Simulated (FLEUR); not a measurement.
# Sb (Fm-3m) in FLEUR: further runs, part 2 of 2

FLEUR MaX-R8.1 (later development tree). The steps go on from the part before.

**3. Band structure, PBEsol, spin-orbit coupling, no magnetisation**

File inp.xml:

```xml
<?xml version="1.0" encoding="UTF-8" standalone="no"?>
<fleurInput fleurInputVersion="0.39">
   <comment>
      Sb                                                                                                  
   </comment>
   <calculationSetup>
      <cutoffs Kmax="4.1" Gmax="12.7" GmaxXC="12.7" numbands="all"/>
      <scfLoop itmax="60" minDistance="0.00001" maxIterBroyd="15" imix="Anderson" alpha="0.05" precondParam="0.0" spinf="2.0" sdNocoIR="T"/>
      <coreElectrons ctail="T" frcor="F" kcrel="0" coretail_lmax="0"/>
      <xcFunctional name="PBEs" relativisticCorrections="F"/>
      <magnetism jspins="1"/>
      <soc l_soc="T" theta="0.0" phi="0.0" spav="F"/>
      <expertModes spex="0" secvar="F"/>
      <geometryOptimization l_f="F" forcealpha="1.0" forcemix="BFGS" epsdisp="0.00001" epsforce="0.00001"/>
      <ldaU l_linMix="F" mixParam="0.05" spinf="1.0"/>
   </calculationSetup>
   <cell>
      <bzIntegration valenceElectrons="21.0" mode="hist" fermiSmearingEnergy="0.00183747">
         <kPointListSelection listName="default-1"/>
         <!-- k-points included here -->
         <xi:include xmlns:xi="http://www.w3.org/2001/XInclude" href="kpts.xml"> </xi:include>
      </bzIntegration>
      <!-- symmetry operations included here -->
      <xi:include xmlns:xi="http://www.w3.org/2001/XInclude" href="sym.xml"> </xi:include>
      <bulkLattice scale="1.0">
         <bravaisMatrix>
            <row-1>    0.0000000000000000     4.4809989408298998     4.4809989408298998</row-1>
            <row-2>    4.4809989408298998     0.0000000000000000     4.4809989408298998</row-2>
            <row-3>    4.4809989408298998     4.4809989408298998     0.0000000000000000</row-3>
         </bravaisMatrix>
      </bulkLattice>
   </cell>
   <atomSpecies>
      <species name="Antimony (Sb)" element="Sb" atomicNumber="51">
         <mtSphere radius="2.66" gridPoints="879" logIncrement="0.015"/>
         <atomicCutoffs lmax="10" lnonsphr="10"/>
         <electronConfig flipSpins="F">
            <coreConfig>(1s1/2) (2s1/2) (2p1/2) (2p3/2) (3s1/2) (3p1/2) (3p3/2) (4s1/2) (3d3/2) (3d5/2)</coreConfig>
            <valenceConfig>(4p1/2) (4p3/2) (5s1/2) (4d3/2) (4d5/2) (5p1/2) (5p3/2)</valenceConfig>
            <stateOccupation state="(5p1/2)" spinUp="0.500000" spinDown="0.500000"/>
            <stateOccupation state="(5p3/2)" spinUp="1.000000" spinDown="1.000000"/>
         </electronConfig>
         <energyParameters s="5" p="5" d="5" f="4"/>
         <lo type="SCLO" l="1" n="4" eDeriv="0"/>
         <lo type="SCLO" l="1" n="4" eDeriv="1"/>
         <lo type="SCLO" l="2" n="4" eDeriv="0"/>
         <lo type="SCLO" l="2" n="4" eDeriv="1"/>
         <lo type="SCLO" l="0" n="5" eDeriv="2"/>
         <lo type="SCLO" l="3" n="4" eDeriv="2"/>
      </species>
   </atomSpecies>
   <atomGroups>
      <atomGroup species="Antimony (Sb)">
         <relPos label="                   1">.0000000000 .0000000000 .0000000000</relPos>
         <force calculate="T" relaxXYZ="TTT"/>
      </atomGroup>
   </atomGroups>
   <output dos="F" band="F" slice="F">
      <checks vchk="F" cdinf="F"/>
      <bandDOS minEnergy="-.5*Htr" maxEnergy="0.5*Htr" sigma="0.015" storeEVData="T"/>
      <vacuumDOS vacdos="F" integ="F" star="F" nstars="0" locx1="0.0" locy1="0.0" locx2="0.0" locy2="0.0" nstm="0" tworkf="0.0"/>
      <unfoldingBand unfoldBand="F" supercellX="1" supercellY="1" supercellZ="1"/>
      <plotting iplot="0" polar="F">
         <plot TwoD="T" vec1="  1.0  0.0  0.0" vec2="  0.0  1.0  0.0" vec3="  0.0  0.0  1.0" zero="  0.0  0.0  0.0" file="plot"/>
      </plotting>
      <chargeDensitySlicing numkpt="0" minEigenval="0.0" maxEigenval="0.0" nnne="0" pallst="F"/>
      <specialOutput eonly="F"/>
      <moessbauerParams electricFieldGradient="T" isomerShift="T" coreHyperfine="T" valenceHyperfine="T"/>
      <magneticCircularDichroism mcd="F" energyLo="-10.0" energyUp="0.0"/>
   </output>
  <!-- We include the file relax.xml here to enable relaxations (see documentation) -->
  <xi:include xmlns:xi="http://www.w3.org/2001/XInclude" href="relax.xml"> <xi:fallback/> </xi:include>
</fleurInput>
```

File crystal.txt:

```
Sb
&input cartesian=F /
0.0000000000  2.3712425216  2.3712425216
2.3712425216  0.0000000000  2.3712425216
2.3712425216  2.3712425216  0.0000000000
1.8897261246
1.0 1.0 1.0

1
51 0.0000000000  0.0000000000  0.0000000000

&soc 0.0 0.0 /
&kpt div1=8 div2=8 div3=8 gamma=T /
```

File inp.xml (bands):

```
<?xml version="1.0" encoding="UTF-8" standalone="no"?>
<fleurInput fleurInputVersion="0.39">
   <comment>
      Sb                                                                                                  
   </comment>
   <calculationSetup>
      <cutoffs Kmax="4.1" Gmax="12.7" GmaxXC="12.7" numbands="all"/>
      <scfLoop itmax="60" minDistance="0.00001" maxIterBroyd="15" imix="Anderson" alpha="0.05" precondParam="0.0" spinf="2.0" sdNocoIR="T"/>
      <coreElectrons ctail="T" frcor="F" kcrel="0" coretail_lmax="0"/>
      <xcFunctional name="PBEs" relativisticCorrections="F"/>
      <magnetism jspins="1"/>
      <soc l_soc="T" theta="0.0" phi="0.0" spav="F"/>
      <expertModes spex="0" secvar="F"/>
      <geometryOptimization l_f="F" forcealpha="1.0" forcemix="BFGS" epsdisp="0.00001" epsforce="0.00001"/>
      <ldaU l_linMix="F" mixParam="0.05" spinf="1.0"/>
   </calculationSetup>
   <cell>
      <bzIntegration valenceElectrons="21.0" mode="hist" fermiSmearingEnergy="0.00183747">
         <kPointListSelection listName="path-1"/>
         <!-- k-points included here -->
         <xi:include xmlns:xi="http://www.w3.org/2001/XInclude" href="kpts.xml"> </xi:include>
      </bzIntegration>
      <!-- symmetry operations included here -->
      <xi:include xmlns:xi="http://www.w3.org/2001/XInclude" href="sym.xml"> </xi:include>
      <bulkLattice scale="1.0">
         <bravaisMatrix>
            <row-1>    0.0000000000000000     4.4809989408298998     4.4809989408298998</row-1>
            <row-2>    4.4809989408298998     0.0000000000000000     4.4809989408298998</row-2>
            <row-3>    4.4809989408298998     4.4809989408298998     0.0000000000000000</row-3>
         </bravaisMatrix>
      </bulkLattice>
   </cell>
   <atomSpecies>
      <species name="Antimony (Sb)" element="Sb" atomicNumber="51">
         <mtSphere radius="2.66" gridPoints="879" logIncrement="0.015"/>
         <atomicCutoffs lmax="10" lnonsphr="10"/>
         <electronConfig flipSpins="F">
            <coreConfig>(1s1/2) (2s1/2) (2p1/2) (2p3/2) (3s1/2) (3p1/2) (3p3/2) (4s1/2) (3d3/2) (3d5/2)</coreConfig>
            <valenceConfig>(4p1/2) (4p3/2) (5s1/2) (4d3/2) (4d5/2) (5p1/2) (5p3/2)</valenceConfig>
            <stateOccupation state="(5p1/2)" spinUp="0.500000" spinDown="0.500000"/>
            <stateOccupation state="(5p3/2)" spinUp="1.000000" spinDown="1.000000"/>
         </electronConfig>
         <energyParameters s="5" p="5" d="5" f="4"/>
         <lo type="SCLO" l="1" n="4" eDeriv="0"/>
         <lo type="SCLO" l="1" n="4" eDeriv="1"/>
         <lo type="SCLO" l="2" n="4" eDeriv="0"/>
         <lo type="SCLO" l="2" n="4" eDeriv="1"/>
         <lo type="SCLO" l="0" n="5" eDeriv="2"/>
         <lo type="SCLO" l="3" n="4" eDeriv="2"/>
      </species>
   </atomSpecies>
   <atomGroups>
      <atomGroup species="Antimony (Sb)">
         <relPos label="                   1">.0000000000 .0000000000 .0000000000</relPos>
         <force calculate="T" relaxXYZ="TTT"/>
      </atomGroup>
   </atomGroups>
   <output dos="F" band="T" slice="F">
      <checks vchk="F" cdinf="F"/>
      <bandDOS minEnergy="-.5*Htr" maxEnergy="0.5*Htr" sigma="0.015" storeEVData="T"/>
      <vacuumDOS vacdos="F" integ="F" star="F" nstars="0" locx1="0.0" locy1="0.0" locx2="0.0" locy2="0.0" nstm="0" tworkf="0.0"/>
      <unfoldingBand unfoldBand="F" supercellX="1" supercellY="1" supercellZ="1"/>
      <plotting iplot="0" polar="F">
         <plot TwoD="T" vec1="  1.0  0.0  0.0" vec2="  0.0  1.0  0.0" vec3="  0.0  0.0  1.0" zero="  0.0  0.0  0.0" file="plot"/>
      </plotting>
      <chargeDensitySlicing numkpt="0" minEigenval="0.0" maxEigenval="0.0" nnne="0" pallst="F"/>
      <specialOutput eonly="F"/>
      <moessbauerParams electricFieldGradient="T" isomerShift="T" coreHyperfine="T" valenceHyperfine="T"/>
      <magneticCircularDichroism mcd="F" energyLo="-10.0" energyUp="0.0"/>
   </output>
  <!-- We include the file relax.xml here to enable relaxations (see documentation) -->
  <xi:include xmlns:xi="http://www.w3.org/2001/XInclude" href="relax.xml"> <xi:fallback/> </xi:include>
</fleurInput>
```

Potentials or basis: all-electron, FLAPW.

Run with:

```console
inpgen -f crystal.txt -profile fastHighL
# inp.xml edited to the form shown
fleur_MPI
fleur_MPI   # second run, on inp.xml (bands)
```

Run time: 7.7 min. Hardware: 1 thread of Arm Neoverse V2, shared host; peak memory 0.24 GiB.

The run converged. Its results:

```yaml
Free_energy: -176350.9345 eV
Band_gap_along_the_path: none (metal or under the smearing width)
Valence_electrons_inside_the_program's_atomic_spheres: Sb 19.03 (radii Sb 2.66 bohr)
```

Levels at the corners of the path, in eV from the Fermi level:
```csv
point,band 18,band 19,band 20,band 21,band 22,band 23
Γ,-12.90,4.72,4.72,5.90,5.90,5.90
X,-7.44,-4.87,-4.87,0.26,0.26,0.75
W,-7.20,-3.28,-3.28,-2.90,-2.90,-1.39
K,-7.46,-3.98,-3.98,-2.90,-2.90,1.35
Γ,-12.90,4.72,4.72,5.90,5.90,5.90
L,-9.08,-5.77,-5.77,3.46,3.46,4.14
U,-7.46,-3.98,-3.98,-2.90,-2.90,1.35
W,-7.20,-3.28,-3.28,-2.90,-2.90,-1.39
L,-9.08,-5.77,-5.77,3.46,3.46,4.14
K,-7.46,-3.98,-3.98,-2.90,-2.90,1.35
U,-7.46,-3.98,-3.98,-2.90,-2.90,1.35
X,-7.44,-4.87,-4.87,0.26,0.26,0.75
```

Core levels (eV from the Fermi level):
| atom | levels |
| --- | --- |
| 1 Sb | 1s1/2 -30265.8, 2s1/2 -4600.9, 2p1/2 -4304.7, 2p3/2 -4053.0, 3s1/2 -898.4, 3p1/2 -777.3, 3p3/2 -730.9, 4s1/2 -144.2, 3d3/2 -516.8, 3d5/2 -507.2 |
